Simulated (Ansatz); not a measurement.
## Au: what a missing neighbour costs

Theory: DFT PBE, scalar-relativistic, plane waves, PAW (Ansatz).

Cutoff 420 eV, Γ-centred meshes of like density (1×1×13 for the 4-atom cell), Gaussian smearing of 0.05 eV, energies at zero smearing and 0 K, each start's symmetry kept, no spin polarisation.

Bulk Au (Fm-3m) has 12 nearest neighbours at 2.94 Å and a cohesive energy of 3.05 eV against the spin-polarised free atom. These structures stand in vacuum and were relaxed; neighbours count within 1.1 bulk bonds.

```json
{"start": "[001] wire, 4 host atoms a period", "atoms × neighbours": "3×4, 1×8", "mean bond (Å)": "2.76", "energy over bulk (eV/atom)": "0.74"}
{"start": "[001] wire, 5 host atoms a period", "atoms × neighbours": "4×4, 1×10", "mean bond (Å)": "2.77", "energy over bulk (eV/atom)": "0.72"}
```

Task: Compare two estimates without free parameters: bonds of fixed strength, and a band energy that grows as the square root of coordination.

Result: With fixed bonds an atom with z neighbours loses E_coh(1 − z/12); in the second-moment picture the band narrows as √z and it loses E_coh(1 − √(z/12)). Averaged over the atoms, in eV:
```tsv
start	fixed bonds	square root	computed
[001] wire, 4 host atoms a period	1.78	1.11	0.74
[001] wire, 5 host atoms a period	1.73	1.08	0.72
```

The rms misses are 1.02 and 0.37 eV. Fixed bonds overshoot every row: the bonds that remain grow stronger when neighbours are missing, which the square root captures in part, and the bonds shorten by up to 6 %. Even the square root lies above every computed value, since it holds bond lengths fixed and knows nothing of shells, hybridisation or moments.

Spin-orbit coupling is left out, which matters for the bands of heavy elements.

Each run keeps its start's symmetry and one magnetic start, so lower states can exist.

Cost: 2 runs of about 6.4 core-minutes in all, on Intel Xeon Platinum 8488C (Sapphire Rapids) (shared hosts).